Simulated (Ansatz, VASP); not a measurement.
## GaP: VASP beside Ansatz

Wanted: the spread between two codes on one cell, functional and k mesh. The structure shown is the end of the Ansatz relaxation below.

Program: Ansatz 0.2.0. Level of theory: plane waves, with VASP 6.6.1 beside it; single point at PBEsol. Results are calculated unless marked as measured.

### Step 1. Starting point

It takes space group F-43m (No. 216, cubic). The conventional cell has a = 5.438 Å, b = 5.438 Å, c = 5.438 Å, α = 90.00°, β = 90.00°, γ = 90.00°. Nearest to Ga lie 4 P at 2.35 Å. P has 4 Ga at 2.35 Å nearest. Farther neighbours are not listed. That group holds within 0.01 Å; judged at 0.001 Å it is I-4m2 (No. 119).

As a file:

```cif
data_structure
_symmetry_space_group_name_H-M 'P 1'
_symmetry_Int_Tables_number 1
_cell_length_a 3.8459
_cell_length_b 3.8459
_cell_length_c 5.4375
_cell_angle_alpha 90.000
_cell_angle_beta 90.000
_cell_angle_gamma 90.000
_cell_volume 80.43
loop_
_atom_site_label
_atom_site_type_symbol
_atom_site_fract_x
_atom_site_fract_y
_atom_site_fract_z
_atom_site_occupancy
Ga1 Ga 0.00000 0.00000 0.00000 1
Ga2 Ga 0.50000 0.50000 0.50000 1
P3 P 0.50000 0.00000 0.75000 1
P4 P 0.00000 0.50000 0.25000 1
```

### Step 2. Ansatz: relaxation, PBEsol

Ansatz runs on its PAW soft_1 files.

This run makes the geometry at which the two programs are then compared.

The input, input.yaml:

```yaml
crystal:
  lattice:
    - [3.845899, 0.0, 0.0]
    - [0.0, 3.845899, 0.0]
    - [0.0, 0.0, 5.438923]
  atoms:
    - { symbol: Ga, position: [0.0, 0.0, 0.0] }
    - { symbol: Ga, position: [0.5, 0.5, 0.5] }
    - { symbol: P, position: [0.5, 0.0, 0.75] }
    - { symbol: P, position: [0.0, 0.5, 0.25] }
kpoints:
  mp_grid: { grid: [7, 7, 5] }
scf:
  occupations: { method: fermi_dirac, width: 0.02 }
hamiltonian:
  xc: pbesol
  pseudopotentials: { kind: paw, azcp: { folder: soft_1 }, xc_functional: pbe }
basis:
  ecutwfc: 600
output:
  forces: true
  stress: true
relax:
  f_tol: 0.005
  max_steps: 70
  cell: { stress_tol: 0.02, p_target: 0, fix: [a, b, alpha, beta, gamma] }
```

Started as:

```
$ ansatz run input.yaml --threads 8 --pin off --max-ram 18432MiB --backend cpu --events-out ev --progress --plain --runs-dir out
```

Numbers of over 12 decimals in the logs are rounded to 6 here.

Log:

```text
Engine: ansatz 0.2.0, aarch64-unknown-linux-gnu
Pseudopotentials: kind: paw
Pseudopotential: Ga, paw, valence charge 13, recommended cutoff 420 eV (normal), soft_1/Ga.paw.azcp
Pseudopotential: P, paw, valence charge 5, recommended cutoff 420 eV (normal), soft_1/P.paw.azcp
Functional definition: PBEsol
  exchange = pbesol_x
  correlation = pbesol_c
Crystal: 4 atoms, lattice volume = 80.447 Å³
Basis set: ecut = 600 eV, 2725 PW (Γ), exchange–correlation on 64×64×90 points (8 copies of the dense FFT grid, shifted against one another)
Bands: 22, of which v1, the nominal top of the filled ones, is band 18 counted from 1 (17 counted from 0)
Symmetry: 16 space group operations
Space group: F-43m (ITA 216), of the structure as read, at distance tolerance 4.3e-5 Å
k-points: 30 of 245 (time reversal used)
Non-local potential: Ga, projectors of the file, l = 0: 2, l = 1: 2, l = 2: 3, l = 3: 1
Non-local potential: P, projectors of the file, l = 0: 2, l = 1: 2, l = 2: 1
PAW form: soft (Blöchl's): semilocal exchange-correlation on the pseudo side does not see the compensation charge
PAW frozen core: Ga, regenerated for the run's functional, and the local potential with it (the file was generated under x = pbe(κ = 0.804, μ = 0.219515), c = pbe(β = 0.066725))
PAW frozen core: P, regenerated for the run's functional, and the local potential with it (the file was generated under x = pbe(κ = 0.804, μ = 0.219515), c = pbe(β = 0.066725))
PAW one-centre angular grid: Ga, 590 points (default); XC on 64 Gauss nodes
PAW one-centre angular grid: P, 110 points (default); XC on 64 Gauss nodes
Initial density: superposition of atomic densities (chi_scale 0.1, normalization cell, long waves kept (reshape's long-wave potential 0.00 eV rms))
Initial wavefunctions: pseudopotential atomic-orbital guess
Functional: x = pbesol(κ = 0.804, μ = 0.123457), c = pbesol(β = 0.046)
SCF iter   1: F=—  HF=-8968.435211 eV  |F-HF|=—  |Δ(HF+E_count)|=         —  Δρ=4.51e-2  dr2=1.26e0  ethr=3.10e-3  ⟨swp⟩=7.3  Hψ=3556  notcnv=0
preconditioner: auto → Resta (q_TF=auto, 2.386 Å⁻¹)  ε∞=4.3  [insulator: Δε(μ)=1.833 eV  Ē_g=13.733 eV  σ=0.020 eV  W_gap=1.00  n_scr=20 (ndim 8)  ℏωp=24.8 eV  f_vac=0.000  D(μ)=0.00/eV (n_scr^D=0)  ε∞_Penn≈4.3]
SCF iter   2: F=—  HF=-8968.195099 eV  |F-HF|=—  |Δ(HF+E_count)|=   2.40e-1  Δρ=2.60e-2  dr2=3.75e-1  ethr=3.10e-3  ⟨swp⟩=2.0  Hψ=1020  notcnv=0
SCF iter   3: F=—  HF=-8968.140557 eV  |F-HF|=—  |Δ(HF+E_count)|=   5.45e-2  Δρ=5.25e-3  dr2=2.10e-2  ethr=1.04e-3  ⟨swp⟩=2.0  Hψ=1311  notcnv=0
SCF iter   4: F=—  HF=-8968.120409 eV  |F-HF|=—  |Δ(HF+E_count)|=   2.01e-2  Δρ=1.95e-3  dr2=4.75e-3  ethr=5.84e-5  ⟨swp⟩=3.0  Hψ=1419  notcnv=0
SCF iter   5: F=—  HF=-8968.120651 eV  |F-HF|=—  |Δ(HF+E_count)|=   2.42e-4  Δρ=8.55e-4  dr2=6.14e-4  ethr=1.32e-5  ⟨swp⟩=2.0  Hψ=1304  notcnv=0
SCF iter   6: F=—  HF=-8968.121204 eV  |F-HF|=—  |Δ(HF+E_count)|=   5.53e-4  Δρ=1.03e-4  dr2=9.31e-6  ethr=1.70e-6  ⟨swp⟩=3.0  Hψ=1308  notcnv=0
SCF iter   7: F=—  HF=-8968.121215 eV  |F-HF|=—  |Δ(HF+E_count)|=   1.16e-5  Δρ=2.61e-5  dr2=2.42e-7  ethr=2.59e-8  ⟨swp⟩=3.0  Hψ=1376  notcnv=0
SCF iter   8: F=-8968.121216 eV  HF=-8968.121216 eV  |F-HF|=2.21e-8  |Δ(HF+E_count)|=   8.19e-7  Δρ=3.70e-6  dr2=1.14e-8  ethr=2.78e-10  ⟨swp⟩=5.0  Hψ=2576  notcnv=0
SCF 1 converged in 8 iterations: F = -8968.121216 eV  dr2 = 1.14e-8
  greatest PAW one-centre occupation: 0.994 electrons in one spin orbital (limit 2), on the Ga atom at site 1 (counted from 0), in its partial waves of l = 2
relax step   1: F+E_penalty+E_count = -8968.12121619 eV  Δ(F+E_penalty+E_count) = +0.000e0 eV  max|allowed force component| = 4.738e-17 eV/Å  Δτ_max = 0.0000 Å  P = +0.004 GPa  Ω = 80.447 Å³  fix = [a, b, alpha, beta, gamma]  reactions: a +0.027, b +0.027 GPa  (8 SCF iters, dr2 threshold 1.00e-7 eV, accepted)
[...]
relax step   2: F+E_penalty+E_count = -8968.12121990 eV  Δ(F+E_penalty+E_count) = -3.712e-6 eV  max|allowed force component| = 8.847e-17 eV/Å  Δτ_max = 0.0000 Å  P = +0.026 GPa  Ω = 80.425 Å³  energy of the carried Pulay correction = +2.245e-7 eV  fix = [a, b, alpha, beta, gamma]  reactions: a +0.043, b +0.043 GPa  (4 SCF iters, dr2 threshold 4.81e-9 eV, accepted)
[...]
relax step   3: F+E_penalty+E_count = -8968.12121969 eV  Δ(F+E_penalty+E_count) = +2.187e-7 eV  max|allowed force component| = 1.159e-16 eV/Å  Δτ_max = 0.0000 Å  P = +0.026 GPa  Ω = 80.425 Å³  fix = [a, b, alpha, beta, gamma]  reactions: a +0.043, b +0.043 GPa  stress off target by 7.85e-3 GPa on what of the cell is left free  SCF on the basis re-selected at this cell (its energy is not comparable with the rows above)  (5 SCF iters)
basis re-selected at this cell: Δ(F+E_penalty+E_count) = +2.187e-7 eV, ΔP = -0.000 GPa vs the last step (what re-selecting the basis moved, of the pressure what is left beyond the Pulay correction that the steps carried, after the strain that the cell walked since its last selection, with what the two solves' SCF thresholds leave and, on support functions, any second-order correction that the steps lacked; it is no m [...]
SCF converged after 5 iterations
Free energy (F): -8968.121220 eV
Harris-Foulkes:  -8968.121220 eV  (|F-HF|=5.46e-12)
Internal energy: -8968.121220 eV  (E = F + TS)
E sigma→0 (E₀):  -8968.121220 eV
Fermi energy:    7.786735 eV
--- Per-component energies (eV) ---
  E_band       = -118.680938
  E_kinetic    = 361.509154
  E_local      = -3344.957239  (includes V_loc(G=0)·N_el)
  E_nonlocal   = -117.872415
  E_hartree    = 2024.688239
  E_xc         = -270.331246
  E_vxc        = -234.720813  (∫ρ·V_xc dr)
  E_paw        = -4991.862664  (= ΣΔE_a)
  E_vpaw       = -832.016175  (= ΣTr[D̂ρ^β])
  E_aug_tail   = -0.000030  (compensation charges beyond the density's cutoff)
  E_ewald      = -2631.113170
  E_core_change = 1.818150  (= ΣΔE_core)
  E_smearing   = -0.000000  (= −TS)
  E_closure    = -0.000000  (closes the sum)
  Σ components = -8968.121220   (vs F -8968.121220, Δ=0.00e0)
--- Forces (eV/Å), atoms counted from 1 ---
  atom   1  Ga    -0.00000000     0.00000000     0.00000000
  atom   2  Ga    -0.00000000     0.00000000     0.00000000
  atom   3  P     -0.00000000     0.00000000     0.00000000
  atom   4  P     -0.00000000     0.00000000     0.00000000
  max |Σ_I F_I| component: 5.22e-16 eV/Å
--- Stress (GPa, compression-positive) ---
        0.043370       0.000000       0.000000
        0.000000       0.043370       0.000000
       -0.000000       0.000000      -0.007849
  P = ⅓ Tr σ = 0.0263 GPa (0.263 kbar)
--- Relaxed structure (2 steps of the walk, 2 accepted, 1 SCFs on fresh bases) ---
  F+E_penalty+E_count = -8968.12121969 eV   max|allowed force component| = 1.159e-16 eV/Å   (the final SCF, on the basis selected at the relaxed cell)
  cell:  # Å, volume = 80.4252 Å³
    - [3.845899, 0.0, 0]
    - [0.0, 3.845899, 0.0]
    - [0, 0.0, 5.437465]
  atoms:
    - { symbol: Ga, position: [0, 0, 0] }
    - { symbol: Ga, position: [0.5, 0.5, 0.5] }
    - { symbol: P, position: [0.5, 0, 0.750000] }
    - { symbol: P, position: [0, 0.5, 0.25] }
```

### Step 3. VASP: single point, PBEsol, pair 1

The same cell, functional, mesh and smearing now go to VASP, with its own data sets.

Lines of VASP's logs that name or quote its potential files are left out, and so is its time.

The input, INCAR:

```
SYSTEM = GaP
PREC = Accurate
ENCUT = 500
EDIFF = 1E-06
NELM = 120
ISMEAR = -1
SIGMA = 0.02
LREAL = .FALSE.
ALGO = Normal
GGA = PS
NBANDS = 24
LORBIT = 11
LWAVE = .FALSE.
LCHARG = .FALSE.
ISIF = 2
LASPH = .TRUE.
GGA_COMPAT = .FALSE.
EFERMI = MIDGAP
KPAR = 2
```

The input, POSCAR:

```
GaP
1.0
    3.8458990000      0.0000000000      0.0000000000
    0.0000000000      3.8458990000      0.0000000000
    0.0000000000      0.0000000000      5.4374654221
Ga P
2 2
Direct
    0.0000000000      0.0000000000      0.0000000000
    0.5000000000      0.5000000000      0.5000000000
    0.5000000000      0.0000000000      0.7500000000
    0.0000000000      0.5000000000      0.2500000000
```

The input, KPOINTS:

```
Automatic mesh
0
Gamma
7 7 5
0 0 0
```

The projector-augmented-wave data sets are Ga_d and P (PBE family, release 64).

Started as:

```
$ mpirun -np 2 vasp_std
```

Log:

```text
[banner, memory and clock lines left out]
running    2 mpi-ranks, on    1 nodes
 distrk:  each k-point on    1 cores,    2 groups
 distr:  one band on    1 cores,    1 groups

 POSCAR found type information on POSCAR GaP
 POSCAR found :  2 types and       4 ions
|                                                                             |
|               ----> ADVICE to this user running VASP <----                  |
|                                                                             |
|     You enforced a specific xc type in the INCAR file but a different       |
|     [... a line on the potential file left out ...]
|     I HOPE YOU KNOW WHAT YOU ARE DOING!                                     |
|                                                                             |

 LDA part: xc-table for (Slater+PW92), standard interpolation
 POSCAR, INCAR and KPOINTS ok, starting setup
 FFT: planning ... GRIDC
 FFT: planning ... GRID_SOFT
 FFT: planning ... GRID
 WAVECAR not read
 entering main loop
       N       E                     dE             d eps       ncg     rms          rms(c)
DAV:   1     0.227700117693E+03    0.22770E+03   -0.17442E+04  1528   0.217E+03
DAV:   2     0.417896422494E+01   -0.22352E+03   -0.21738E+03  1576   0.443E+02
DAV:   3    -0.197186191123E+02   -0.23898E+02   -0.23727E+02  1760   0.118E+02
DAV:   4    -0.203986655275E+02   -0.68005E+00   -0.67939E+00  1808   0.217E+01
DAV:   5    -0.204162439794E+02   -0.17578E-01   -0.17567E-01  1880   0.307E+00    0.591E+00
DAV:   6    -0.199199392654E+02    0.49630E+00   -0.91959E-01  2064   0.152E+01    0.354E+00
DAV:   7    -0.198470378715E+02    0.72901E-01   -0.36541E-01  1808   0.362E+00    0.135E+00
DAV:   8    -0.198432935144E+02    0.37444E-02   -0.65602E-02  1864   0.346E+00    0.218E-01
DAV:   9    -0.198427859197E+02    0.50759E-03   -0.94225E-03  1888   0.183E+00    0.662E-02
DAV:  10    -0.198427988495E+02   -0.12930E-04   -0.11582E-03  1984   0.395E-01    0.297E-02
DAV:  11    -0.198428659121E+02   -0.67063E-04   -0.21633E-04  1992   0.124E-01    0.251E-02
DAV:  12    -0.198428613002E+02    0.46119E-05   -0.23160E-05  1768   0.482E-02    0.214E-02
DAV:  13    -0.198428618568E+02   -0.55661E-06   -0.54824E-07  1208   0.632E-03
   1 F= -.19842862E+02 E0= -.19842862E+02  d E =-.886324E-17
```

Parts of OUTCAR (step 3):

```text
ion  position               nearest neighbor table
   1  0.000  0.000  0.000-   3 2.35   4 2.35   4 2.35   3 2.35
   2  0.500  0.500  0.500-   3 2.35   4 2.35   3 2.35   4 2.35
   3  0.500  0.000  0.750-   1 2.35   2 2.35   2 2.35   1 2.35
   4  0.000  0.500  0.250-   1 2.35   2 2.35   1 2.35   2 2.35

  LATTYP: Found a simple tetragonal cell.
 ALAT       =     3.8458990000
 C/A-ratio  =     1.4138346904

 Subroutine GETGRP returns: Found  8 space group operations
 (whereof  8 operations were pure point group operations)

The static configuration has the point symmetry D_2d.

 Found     30 irreducible k-points:

   k-points           NKPTS =     30   k-points in BZ     NKDIM =     30   number of bands    NBANDS=     24

   dimension x,y,z NGX =    28 NGY =   28 NGZ =   40
   dimension x,y,z NGXF=    56 NGYF=   56 NGZF=   80

   ENCUT  =  500.0 eV  36.75 Ry    6.06 a.u.   7.01  7.01  9.91*2*pi/ulx,y,z

   NELECT =      36.0000    total number of electrons

 k-points in reciprocal lattice and weights: Automatic mesh
   0.00000000  0.00000000  0.00000000       0.004
   0.14285714  0.00000000  0.00000000       0.016
   0.28571429  0.00000000  0.00000000       0.016
   0.42857143  0.00000000  0.00000000       0.016
   0.14285714  0.14285714  0.00000000       0.016
   0.28571429  0.14285714  0.00000000       0.033
   0.42857143  0.14285714  0.00000000       0.033
   0.28571429  0.28571429  0.00000000       0.016
   0.42857143  0.28571429  0.00000000       0.033
[...]
0.42857143  0.28571429  0.40000000       0.065
   0.42857143  0.42857143  0.40000000       0.033

 average (electrostatic) potential at core
       1 -65.1351       2 -65.1351       3 -83.3401       4 -83.3401

 E-fermi :   5.3636

 k-point     1 :       0.0000    0.0000    0.0000
  band No.  band energies     occupation
    ...
     14       1.8979      2.00000
     15       1.8979      2.00000
     16       4.6346      2.00000
     17       4.6346      2.00000
     18       4.6356      2.00000
     19       6.1381      0.00000
     20       6.3436      0.00000
     21       6.4406      0.00000
     22       8.4611      0.00000
     23       8.4616      0.00000
    ...

 k-point     2 :       0.1429    0.0000    0.0000
  band No.  band energies     occupation
    ...
     14       1.1945      2.00000
     15       2.0443      2.00000
     16       3.2491      2.00000
     17       4.1131      2.00000
     18       4.5533      2.00000
     19       6.3862      0.00000
     20       7.2298      0.00000
     21       7.5477      0.00000
     22       8.5436      0.00000
     23       8.6300      0.00000
    ...

 k-point     3 :       0.2857    0.0000    0.0000
  band No.  band energies     occupation
    ...
     14       0.5124      2.00000
     15       1.3836      2.00000
     16       2.4602      2.00000
     17       2.9246      2.00000
     18       4.2646      2.00000
     19       6.8355      0.00000
     20       7.7354      0.00000
     21       9.0303      0.00000
     22       9.1250      0.00000
     23       9.9688      0.00000
    ...

  Total       -0.1224566     -0.1224566     -0.1469004      0.0000000      0.0000000      0.0000000
  in kB       -2.4394986     -2.4394986     -2.9264519      0.0000000      0.0000000      0.0000000
  external PRESSURE =      -2.6018164 kB  Pullay stress =       0.0000000 kB

  energy-cutoff  :      500.00
  volume of cell :       80.43
      direct lattice vectors                 reciprocal lattice vectors
     3.845899000  0.000000000  0.000000000     0.260017229  0.000000000  0.000000000
     0.000000000  3.845899000  0.000000000     0.000000000  0.260017229  0.000000000
     0.000000000  0.000000000  5.437465422     0.000000000  0.000000000  0.183909215

 POSITION                                       TOTAL-FORCE (eV/Angst)
 -----------------------------------------------------------------------------------
      0.00000      0.00000      0.00000         0.000000      0.000000     -0.000000
      1.92295      1.92295      2.71873        -0.000000      0.000000      0.000000
      1.92295      0.00000      4.07810         0.000000     -0.000000     -0.000000
      0.00000      1.92295      1.35937         0.000000     -0.000000     -0.000000
 -----------------------------------------------------------------------------------
    total drift:                                0.000000      0.000000      0.000000

  FREE ENERGIE OF THE ION-ELECTRON SYSTEM (eV)
  ---------------------------------------------------
  free  energy   TOTEN  =       -19.8428618568 eV

  energy  without entropy=      -19.8428618568  energy(sigma->0) =      -19.84286186

 total charge
# of ion       s       p       d       tot
------------------------------------------
    1        0.865   0.860  10.013  11.738
    2        0.865   0.860  10.013  11.738
    3        1.018   1.512   0.000   2.530
    4        1.018   1.512   0.000   2.530
--------------------------------------------------
tot          3.765   4.745  20.027  28.536

[... 3 further parts left out ...]
```

The run ends at a pressure of -0.26 GPa.

### Step 4. Differences

Known differences besides the potentials themselves: the cutoff is 600 eV in Ansatz and 500 eV in VASP; Ansatz makes its cores anew for this functional, VASP keeps those of its PBE data sets; Ansatz's pressure holds a Pulay correction, VASP's none. Total energies have different zeros and are not compared.

Compared:

```csv
quantity,Ansatz,VASP,difference
pressure (GPa),0.03,-0.26,+0.29
gap on the k mesh (eV),1.453,1.456,-0.003
```

A gap on the mesh is an upper bound, since the band edges may lie between its points.

### Step 5. Ansatz: relaxation, PBEsol

This run makes the geometry at which the two programs are then compared. The cell compared in this pair holds 77.66 Å³, against 80.43 Å³ for the pair before.

The structure compared here is the end of the Ansatz relaxation.

Edit input.yaml of step 2 so:

```diff
@@ -2,5 +2,5 @@
   lattice:
-    - [3.845899, 0.0, 0.0]
-    - [0.0, 3.845899, 0.0]
-    - [0.0, 0.0, 5.438923]
+    - [3.73052203, 0.0, 0.0]
+    - [0.0, 3.73052203, 0.0]
+    - [0.0, 0.0, 5.536823614]
   atoms:
```

Started as:

```
$ ansatz run input.yaml --threads 8 --pin off --max-ram 18432MiB --backend cpu --events-out ev --progress --plain --runs-dir out
```

Log:

```text
[...]
Crystal: 4 atoms, lattice volume = 77.055 Å³
Basis set: ecut = 600 eV, 2591 PW (Γ), exchange–correlation on 60×60×90 points (8 copies of the dense FFT grid, shifted against one another)
Bands: 22, of which v1, the nominal top of the filled ones, is band 18 counted from 1 (17 counted from 0)
Symmetry: 16 space group operations
[...]
k-points: 30 of 245 (time reversal used)
[...]
-0.000000       0.000000       0.002630
  P = ⅓ Tr σ = 3.1643 GPa (31.643 kbar)
--- Relaxed structure (3 steps of the walk, 3 accepted, 1 SCFs on fresh bases) ---
[...]
cell:  # Å, volume = 77.6632 Å³
    - [3.73052203, 0.0, 0]
    - [0.0, 3.73052203, 0]
    - [0, 0, 5.580537]
  atoms:
    - { symbol: Ga, position: [0, 0, 0] }
    - { symbol: Ga, position: [0.5, 0.5, 0.500000] }
    - { symbol: P, position: [0.5, 0, 0.750000] }
    - { symbol: P, position: [0, 0.5, 0.250000] }
[key lines of the parts left out:]
SCF converged after 6 iterations
Free energy (F): -8968.051621 eV
Fermi energy:    8.188178 eV
```

Between step 4 and this run (cell volume -3.4 %) the value for the gap on the k-mesh moves from 1.45 to 1.11.

[end of part 1 of 2]

[Lines on the potential files, build, host, timing and source positions are cut from VASP's logs without a mark.]

[Logs are printed without paths, hosts, clocks, repeated set-up lines and the standing remarks that a program may print on its own settings, such as how far it seeks lower states.]

[Hosts, paths, dates, database ids (printed as entryN), source tags and the programs' standing remarks are cut or masked in the printed files.]
